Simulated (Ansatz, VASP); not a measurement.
**Mg in VASP and in Ansatz**

```
Mg
1.0
     3.15550    0.00000    0.00000
    -1.57775    2.73275    0.00000
     0.00000    0.00000   10.24961
Mg
4
Direct
  0.66667 0.33333 0.75000
  0.00000 0.00000 0.50000
  0.33333 0.66667 0.25000
  0.00000 0.00000 0.00000
```

Alike in both runs: task single point; functional PBE; k mesh 10 × 10 × 3; occupations fermi-dirac, width 0.05 eV; no spin polarisation.

|  | VASP | Ansatz |
| --- | --- | --- |
| version | VASP 6.6.1 | Ansatz 0.2.0 |
| potentials or method | VASP PAW PBE potentials, release 64 (Mg) | Ansatz PAW |
| plane-wave cutoff (eV) | 520 | 420 |
| valence electrons in the cell | 8 | 40 |

```csv
,VASP,Ansatz,Ansatz less VASP
gap on the k mesh at the Fermi level (eV),none,none,-
pressure (GPa),1.6,1.7,+0.12
largest component of the traceless stress (GPa),0.55,0.55,+0.003
```

A gap of «none» marks a metal or a gap that the smearing closes. The functional is the same, so the differences come from potentials, cutoffs and numerics. The two sets of potentials don't hold the same shells in valence.
